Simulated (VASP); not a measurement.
# W (R-3m) in VASP: further runs

Runs on W. Level: r2SCAN. Tasks: single point.

Program: VASP 6.6.1. These are calculated values, not measurements. Logs are shortened: lines on timing, memory, paths and dates and some standing lists are left out, and cuts for length are marked.

### Step 1. Starting point

The structure is trigonal, space group R-3m (No. 166). Conventional cell: a = 3.462 Å, b = 3.462 Å, c = 9.629 Å, α = 90.00°, β = 90.00°, γ = 120.00°. Around W (site symmetry 3m) lie 3 W at 2.32 Å.

The cell was built by a generator and needn't be a form met in nature.

### Step 2. Single point, r2SCAN

The input, POSCAR:

```
W
1.0
    1.7307842337      0.9992687433      3.2095318524
   -1.7307842337      0.9992687433      3.2095318524
    0.0000000000     -1.9985374865      3.2095318524
W
2
Direct
    0.2275400000      0.2275400000      0.2275400000
    0.7724600000      0.7724600000      0.7724600000
```

The input, INCAR.step1:

```
SYSTEM = W
  ALGO = Normal
  EDIFF = 1E-4
  ENCUT = 520
  GGA = PE
  ISMEAR = 0
  LASPH = .True.
  LCHARG = .False.
  LREAL = .False.
  LWAVE = .True.
  NBANDS = 21
  NELM = 100
  PREC = Accurate
  SIGMA = 0.1
```

The input, INCAR.step2:

```
SYSTEM = W
  ALGO = Normal
  EDIFF = 1E-7
  ENCUT = 520
  ISIF = 2
  ISMEAR = 0
  ISTART = 1
  LASPH = .True.
  LCHARG = .False.
  LMIXTAU = .True.
  LREAL = .False.
  LWAVE = .False.
  METAGGA = R2SCAN
  NBANDS = 21
  NELM = 100
  PREC = Accurate
  SIGMA = 0.1
```

The input, KPOINTS:

```
k-points
0
Gamma
  6 6 6
  0 0 0
```

Potentials or basis: VASP PAW PBE potentials, release 64 (W_sv).

Command:

```sh
$ cat potpaw_PBE.64/W_sv/POTCAR > POTCAR
$ cp INCAR.step1 INCAR
$ mpirun -np 1 vasp_std > vasp.out
$ cp INCAR.step2 INCAR
$ mpirun -np 1 vasp_std > vasp.out
```

OUTCAR:

```text
SYSTEM = W
   EDIFF = 1E-7
   ENCUT = 520
   ISIF = 2
   ISMEAR = 0
   ISTART = 1
   LASPH = .True.
   LREAL = .False.
   METAGGA = R2SCAN
   NELM = 100
   PREC = Accurate

 ion  position               nearest neighbor table
   1  0.228  0.228  0.228-   2 2.32   2 2.32   2 2.32   2 2.85   2 2.85   2 2.85
   2  0.772  0.772  0.772-   1 2.32   1 2.32   1 2.32   1 2.85   1 2.85   1 2.85

  LATTYP: Found a trigonal (rhomboedric) cell.
 ALAT       =     3.7809055524
 COS(alpha) =     0.5808936906

  Lattice vectors:

 A1 = (   1.7307842337,   0.9992687433,   3.2095318524)
 A2 = (  -1.7307842337,   0.9992687433,   3.2095318524)
 A3 = (   0.0000000000,  -1.9985374865,   3.2095318524)

Analysis of symmetry for initial positions (statically):
=====================================================================
 Subroutine PRICEL returns:
 Original cell was already a primitive cell.

 Routine SETGRP: Setting up the symmetry group for a
 trigonal (rhombohedral) supercell.

 Subroutine GETGRP returns: Found 12 space group operations
 (whereof 12 operations were pure point group operations)
 out of a pool of 12 trial point group operations.

The static configuration has the point symmetry D_3d.

Analysis of symmetry for dynamics (positions and initial velocities):
=====================================================================
 Subroutine PRICEL returns:
 Original cell was already a primitive cell.

 Routine SETGRP: Setting up the symmetry group for a
 trigonal (rhombohedral) supercell.

 Subroutine GETGRP returns: Found 12 space group operations
 (whereof 12 operations were pure point group operations)
 out of a pool of 12 trial point group operations.

The dynamic configuration has the point symmetry D_3d.

 Subroutine INISYM returns: Found 12 space group operations
 (whereof 12 operations are pure point group operations),
 and found     1 'primitive' translations

----------------------------------------------------------------------------------------

                                     Primitive cell

  volume of cell :      33.3057

  direct lattice vectors                    reciprocal lattice vectors
     1.730784234  0.999268743  3.209531852     0.288886385  0.166788632  0.103857307
    -1.730784234  0.999268743  3.209531852    -0.288886385  0.166788632  0.103857307
     0.000000000 -1.998537487  3.209531852     0.000000000 -0.333577264  0.103857307

  length of vectors
     3.780905552  3.780905552  3.780905552     0.349371051  0.349371051  0.349371051

  position of ions in fractional coordinates (direct lattice)
     0.227540000  0.227540000  0.227540000
     0.772460000  0.772460000  0.772460000

  ion indices of the primitive-cell ions
   primitive index   ion index
                 1           1
                 2           2

----------------------------------------------------------------------------------------

 KPOINTS: k-points

Automatic generation of k-mesh.
 Grid dimensions read from file:
 generate k-points for:    6    6    6

 Generating k-lattice:

  Cartesian coordinates                     Fractional coordinates (reciprocal lattice)
     0.048147731  0.027798105  0.017309551     0.166666667  0.000000000  0.000000000
    -0.048147731  0.027798105  0.017309551     0.000000000  0.166666667  0.000000000
     0.000000000 -0.055596211  0.017309551    -0.000000000 -0.000000000  0.166666667

  Length of vectors
     0.058228508  0.058228508  0.058228508

  Shift w.r.t. Gamma in fractional coordinates (k-lattice)
     0.000000000  0.000000000  0.000000000

 Subroutine IBZKPT returns following result:
 ===========================================

 Found     32 irreducible k-points:

 Following reciprocal coordinates:
            Coordinates               Weight
  0.000000  0.000000  0.000000      1.000000
  0.166667 -0.000000  0.000000      6.000000
  0.333333 -0.000000  0.000000      6.000000
  0.500000  0.000000  0.000000      3.000000
  0.166667  0.166667  0.000000      6.000000
  0.333333  0.166667  0.000000     12.000000
[... 16 lines left out ...]
  0.500000  0.500000  0.166667      6.000000
 -0.333333  0.500000  0.166667     12.000000
 [... further k-points ...]
   k-points           NKPTS =     32   k-points in BZ     NKDIM =     32   number of bands    NBANDS=     21
   number of dos      NEDOS =    301   number of ions     NIONS =      2
   total plane-waves  NPLWV =  21952
   dimension x,y,z NGX =    28 NGY =   28 NGZ =   28
   dimension x,y,z NGXF=    56 NGYF=   56 NGZF=   56
   ions per type =               2
   NGX,Y,Z   is equivalent  to a cutoff of  12.31, 12.31, 12.31 a.u.
   NGXF,Y,Z  is equivalent  to a cutoff of  24.62, 24.62, 24.62 a.u.
 SYSTEM =  W
   PREC   = accura    normal or accurate (medium, high low for compatibility)
   ISTART =      1    job   : 0-new  1-cont  2-samecut
   ICHARG =      0    charge: 1-file 2-atom 10-const
   ISPIN  =      1    spin polarized calculation?
   LNONCOLLINEAR =      F non collinear calculations
   LSORBIT =      F    spin-orbit coupling
   LASPH  =      T    aspherical Exc in radial PAW
   ENCUT  =  520.0 eV  38.22 Ry    6.18 a.u.   7.03  7.03  7.03*2*pi/ulx,y,z
   NELM   =    100;   NELMIN=  2; NELMDL=  0     # of ELM steps
   EDIFF  = 0.1E-06   stopping-criterion for ELM
   LREAL  =      F    real-space projection
   EDIFFG = 0.1E-05   stopping-criterion for IOM
   NSW    =      0    number of steps for IOM
   IBRION =     -1    ionic relax: 0-MD 1-quasi-New 2-CG
   NFREE  =      0    steps in history (QN), initial steepest desc. (CG)
   ISIF   =      2    stress and relaxation
   ISYM   =      2    0-nonsym 1-usesym 2-fastsym
   POTIM  = 0.5000    time-step for ionic-motion
   TEBEG  =    0.0;   TEEND  =   0.0 temperature during run
   PSTRESS=    0.0 pullay stress
   NELECT =      28.0000    total number of electrons
   NUPDOWN=      -1.0000    fix difference up-down
   EMIN   =  10.00;   EMAX   =-10.00  energy-range for DOS
   EFERMI =   0.00;   METHOD = LEGACY
   ISMEAR =     0;   SIGMA  =   0.10  broadening in eV -4-tet -1-fermi 0-gaus
   EFERMI_NEDOS =   21; number of points for ismear=-14 and -15
   IALGO  =     38    algorithm
   IMIX   =      4    mixing-type and parameters
     AMIX     =   0.40;   BMIX     =  1.00
     AMIX_MAG =   1.60;   BMIX_MAG =  1.00
  volume/ion in A,a.u.               =      16.65       112.38
  Fermi-wavevector in a.u.,A,eV,Ry     =   1.545094  2.919803 32.481381  2.387314
  Thomas-Fermi vector in A             =   2.650521
   LORBIT       =      0    0 simple, 1 ext, 2 COOP (PROOUT), +10 PAW based schemes
   METAGGA = R2SCAN    functional components
   LHFCALC =     F    Hartree Fock is set to
   AEXX    =    0.0000 exact exchange contribution
   IVDW    =     0    specifies the selected vdW correction
   LEPSILON=     F    determine dielectric tensor
   LRPA    =     F    only Hartree local field effects (RPA)
 non-spin polarized calculation
 Gauss-broadening in eV      SIGMA  =   0.10
  energy-cutoff  :      520.00
  volume of cell :       33.31
 maximum number of plane-waves:       917
   NGX = 15   NGY = 15   NGZ = 15

 number of electron      28.0000000 magnetization

 Free energy of the ion-electron system (eV)
  ---------------------------------------------------
  ext. energy  EPLUGINS =         0.00000000
  ---------------------------------------------------
  free energy    TOTEN  =       -98.06967444 eV

  energy without entropy =      -98.06029550  energy(sigma->0) =      -98.06498497

 E-fermi :  10.1212     XC(G=0): -14.2563

 val. band max:       10.1153597591   @ k =  -0.3333   0.1667   0.1667
 cond. band min:      10.1614354778   @ k =  -0.3333   0.3333   0.1667
 fundamental gap:      0.0460757187
 Fermi energy:        10.1211917445

 k-point     1 :       0.0000    0.0000    0.0000
  band No.  band energies     occupation
      1     -65.3145      2.00000
      2     -64.5810      2.00000
      3     -29.5982      2.00000
      4     -29.5982      2.00000
      5     -29.3536      2.00000
      6     -28.0611      2.00000
[... 13 lines left out ...]
     20      20.2424      0.00000
     21      24.1830      0.00000

 k-point     2 :       0.1667   -0.0000    0.0000
  band No.  band energies     occupation
      1     -65.2692      2.00000
      2     -64.6259      2.00000
      3     -29.6372      2.00000
      4     -29.6215      2.00000
      5     -29.3587      2.00000
      6     -28.0648      2.00000
[... 13 lines left out ...]
     20      21.0398      0.00000
     21      22.0399      0.00000

 k-point     3 :       0.3333   -0.0000    0.0000
  band No.  band energies     occupation
      1     -65.1509      2.00000
      2     -64.7435      2.00000
      3     -29.7157      2.00000
      4     -29.6671      2.00000
      5     -29.3615      2.00000
      6     -28.1414      2.00000
[... 13 lines left out ...]
     20      17.1966      0.00000
     21      21.8616      0.00000

 k-point     4 :       0.5000    0.0000    0.0000
  band No.  band energies     occupation
      1     -65.0494      2.00000
      2     -64.8446      2.00000
      3     -29.7529      2.00000
      4     -29.6893      2.00000
      5     -29.3630      2.00000
      6     -28.1944      2.00000
[... 13 lines left out ...]
     20      14.4862      0.00000
     21      22.2714      0.00000

 k-point     5 :       0.1667    0.1667    0.0000
  band No.  band energies     occupation
      1     -65.2657      2.00000
      2     -64.6293      2.00000
      3     -29.6767      2.00000
      4     -29.6269      2.00000
      5     -29.3458      2.00000
      6     -28.0981      2.00000
[... 13 lines left out ...]
     20      20.9524      0.00000
     21      22.2457      0.00000

 k-point     6 :       0.3333    0.1667    0.0000
  band No.  band energies     occupation
      1     -65.1823      2.00000
      2     -64.7119      2.00000
      3     -29.7620      2.00000
      4     -29.7105      2.00000
      5     -29.4119      2.00000
      6     -28.0673      2.00000
[... 13 lines left out ...]
     20      19.9105      0.00000
     21      21.4752      0.00000

 k-point     7 :       0.5000    0.1667   -0.0000
  band No.  band energies     occupation
      1     -65.0544      2.00000
      2     -64.8390      2.00000
      3     -29.8474      2.00000
      4     -29.7435      2.00000
      5     -29.4858      2.00000
      6     -28.0265      2.00000
[... 13 lines left out ...]
     20      15.9934      0.00000
     21      21.7428      0.00000
[... 291 lines left out ...]
      1     -65.1623      2.00000
      2     -64.7312      2.00000
      3     -29.8683      2.00000
      4     -29.7679      2.00000
      5     -29.3727      2.00000
      6     -28.1217      2.00000
[... 13 lines left out ...]
     20      18.1134      0.00000
     21      21.2398      0.00000

 k-point    21 :      -0.3333    0.3333    0.1667
  band No.  band energies     occupation
      1     -65.0488      2.00000
      2     -64.8439      2.00000
      3     -29.9597      2.00000
      4     -29.8808      2.00000
      5     -29.4658      2.00000
      6     -28.0440      2.00000
[... 13 lines left out ...]
     20      16.2453      0.00000
     21      20.1495      0.00000

 k-point    22 :      -0.1667    0.3333    0.1667
  band No.  band energies     occupation
      1     -65.0687      2.00000
      2     -64.8243      2.00000
      3     -29.9306      2.00000
      4     -29.7582      2.00000
      5     -29.5859      2.00000
      6     -27.9037      2.00000
[... 13 lines left out ...]
     20      19.0299      0.00000
     21      20.0141      0.00000

 k-point    23 :       0.5000    0.5000    0.1667
  band No.  band energies     occupation
      1     -65.1329      2.00000
      2     -64.7597      2.00000
      3     -30.0024      2.00000
      4     -29.8030      2.00000
      5     -29.5648      2.00000
      6     -27.9162      2.00000
[... 13 lines left out ...]
     20      17.4765      0.00000
     21      21.3048      0.00000

 k-point    24 :      -0.3333    0.5000    0.1667
  band No.  band energies     occupation
      1     -65.0538      2.00000
      2     -64.8383      2.00000
      3     -30.0581      2.00000
      4     -29.9097      2.00000
      5     -29.5543      2.00000
      6     -27.9346      2.00000
[... 13 lines left out ...]
     20      17.1099      0.00000
     21      19.7300      0.00000

 [... further k-points ...]

------------------------ aborting loop because EDIFF is reached ----------------------------------------

  FORCE on cell =-STRESS in cart. coord.  units (eV):
  Direction    XX          YY          ZZ          XY          YZ          ZX
  --------------------------------------------------------------------------------------
  -------------------------------------------------------------------------------------
  Total        8.8266407      8.8266407     11.9510161     -0.0000000      0.0000000      0.0000000
  in kB      424.6076894    424.6076894    574.9065255     -0.0000000      0.0000000      0.0000000
  external PRESSURE =     474.7073014 kB  Pullay stress =       0.0000000 kB

 VOLUME and BASIS-vectors are now :
 -----------------------------------------------------------------------------
  energy-cutoff  :      520.00
  volume of cell :       33.31
      direct lattice vectors                 reciprocal lattice vectors
     1.730784234  0.999268743  3.209531852     0.288886385  0.166788632  0.103857307
    -1.730784234  0.999268743  3.209531852    -0.288886385  0.166788632  0.103857307
     0.000000000 -1.998537487  3.209531852     0.000000000 -0.333577264  0.103857307

 POSITION                                       TOTAL-FORCE (eV/Angst)
 -----------------------------------------------------------------------------------
      0.00000      0.00000      2.19089         0.000000      0.000000      8.890878
      0.00000      0.00000      7.43770         0.000000     -0.000000     -8.890878
 -----------------------------------------------------------------------------------
    total drift:                               -0.000000      0.000000     -0.000000

  FREE ENERGIE OF THE ION-ELECTRON SYSTEM (eV)
  ---------------------------------------------------
  free  energy   TOTEN  =       -98.0696744382 eV

  energy  without entropy=      -98.0602954964  energy(sigma->0) =      -98.06498497
```

Wall time 37 s (1 thread of Intel Xeon 6975P-C (Granite Rapids), shared host); peak memory 0.17 GiB.

What came out:

* Free energy: -98.0697 eV
* Pressure: 47.5 GPa
* Largest force: 8.891 eV/Å
* Band gap on the k mesh: none (metal or under the smearing width)

Forces in eV/Å, atoms in the order of the input:
```
W    0.000  0.000  8.891
W    0.000  0.000 -8.891
```

Stress tensor (GPa, compression positive):
```
42.46  0.00  0.00
 0.00 42.46  0.00
 0.00  0.00 57.49
```

Caveat: the k mesh is coarse (spacing up to 0.37 Å⁻¹), so the values aren't converged; a pressure of tens of GPa on the cell as given is suspect, and the run, the potentials or the cell itself is likely at fault; the PAW data sets were made with another functional, which shifts forces and pressure a little. The run has no spin-orbit coupling, so splittings on W are missing.

### Step 3. Single point, r2SCAN

This run uses another cell than the first one: it holds 1 atom, not 2.

The input, POSCAR:

```
W
1.0
    1.4931890531      0.8620931017      2.1155436223
   -1.4931890531      0.8620931017      2.1155436223
    0.0000000000     -1.7241862035      2.1155436222
W
1
Direct
    0.5000000000      0.5000000000      0.5000000000
```

The input, INCAR.step1:

```
ALGO = Normal
EDIFF = 1E-4
ENCUT = 520
GGA = PE
ISMEAR = 0
LASPH = True
LCHARG = False
LREAL = False
LWAVE = True
NBANDS = 13
NELM = 100
PREC = Accurate
SIGMA = 0.1
```

The input, INCAR.step2:

```
ALGO = Normal
EDIFF = 1E-7
ENCUT = 520
ISIF = 2
ISMEAR = 0
ISTART = 1
LASPH = True
LCHARG = True
LELF = True
LMIXTAU = True
LREAL = False
LVHAR = True
LWAVE = False
METAGGA = R2SCAN
NBANDS = 13
NELM = 100
PREC = Accurate
SIGMA = 0.1
```

The input, KPOINTS:

```
k-points
0
Gamma
  24 24 24
```

Potentials or basis: VASP PAW PBE potentials, release 64 (W_sv).

Command:

```sh
$ cat potpaw_PBE.64/W_sv/POTCAR > POTCAR
$ cp INCAR.step1 INCAR
$ mpirun -np 1 vasp_std > vasp.out
$ cp INCAR.step2 INCAR
$ mpirun -np 1 vasp_std > vasp.out
```

Run time: 4.5 min. Hardware: 1 thread of Intel Xeon 6975P-C (Granite Rapids), shared host; peak memory 0.35 GiB.

Results (log left out):

- Free energy: -50.8955 eV
- Pressure: 1.1 GPa
- Band gap on the k mesh: none (metal or under the smearing width)

Stress tensor (GPa, compression positive):
```
1.02 0.00 0.00
0.00 1.02 0.00
0.00 0.00 1.30
```

Levels at points of the mesh, in eV from the Fermi level:
```csv
k point,band 3,band 4,band 5,band 6,band 7,band 8,band 9,band 10,band 11,band 12
"(0.00, 0.00, 0.00)",-38.82,-38.51,-9.68,-1.99,-1.99,1.22,2.97,2.97,13.18,17.81
"(0.50, 0.00, 0.00)",-38.87,-38.71,-6.19,-2.17,-0.16,0.84,3.95,5.21,10.60,13.46
"(0.50, 0.50, 0.00)",-39.39,-38.94,-5.94,-5.02,2.96,4.58,5.39,6.45,10.61,13.97
"(0.50, 0.50, 0.50)",-39.15,-39.15,-5.89,-1.59,-1.59,1.98,5.80,5.80,11.80,12.76
```

Caveat: the PAW data sets were made with another functional, which shifts forces and pressure a little.
